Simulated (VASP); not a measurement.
Here is a VASP 6.6.1 calculation.

The input INCAR:

```
  PREC = Accurate
  ENCUT = 520
  EDIFF = 1E-6
  ISMEAR = 0
  SIGMA = 0.05
  LREAL = F
  LASPH = T
  NELM = 100
  ALGO = Fast
  ISIF = 2
  LWAVE = F
  LCHARG = T
  LDIPOL = T
  IDIPOL = 3
  DIPOL = 0.5 0.5 0.500
  GGA = CA
  LELF = T
  LVHAR = T
  LVACPOTAV = T
  NBANDS = 31
```

KPOINTS

```
Automatic mesh
0
Gamma
  12 12 1
```

The input POSCAR:

```
PtSe2
1.0
    3.7056717060      0.0000000000      0.0000000000
   -1.8528358530      3.2092058360      0.0000000000
    0.0000000000      0.0000000000     34.8160435360
Se Pt
4 2
Direct
    0.6666666667      0.3333333333      0.3936119528
    0.3333333333      0.6666666667      0.4668426184
    0.6666666667      0.3333333333      0.5331573816
    0.3333333333      0.6666666667      0.6063880472
    0.0000000000      0.0000000000      0.4305787921
    0.0000000000      0.0000000000      0.5694212079
```

Potentials or basis: VASP PAW LDA potentials, release 64 (Se, Pt).

Command:

```sh
$ cat potpaw_LDA.64/Se/POTCAR potpaw_LDA.64/Pt/POTCAR > POTCAR
$ mpirun -np 1 vasp_std > vasp.out
```

Task: Predict the ionisation potential of the upper face.

Result: 4.99 eV.

Task: Estimate the largest force.

Result: 0.050 eV/Å.

Task: What does it give for the band gap on the k mesh?

Result: 0.16 eV, indirect (least direct gap 0.88 eV).

Forces in eV/Å, atoms in the order of the input:
```
Se   0.000  0.000 -0.049
Se   0.000  0.000  0.050
Se   0.000  0.000 -0.050
Se   0.000  0.000  0.049
Pt   0.000  0.000  0.002
Pt   0.000  0.000 -0.002
```

Caveat: spin-orbit coupling is left out, which moves the levels of the heavy elements. A hybrid or GW would open this gap; LDA tends to underestimate it.
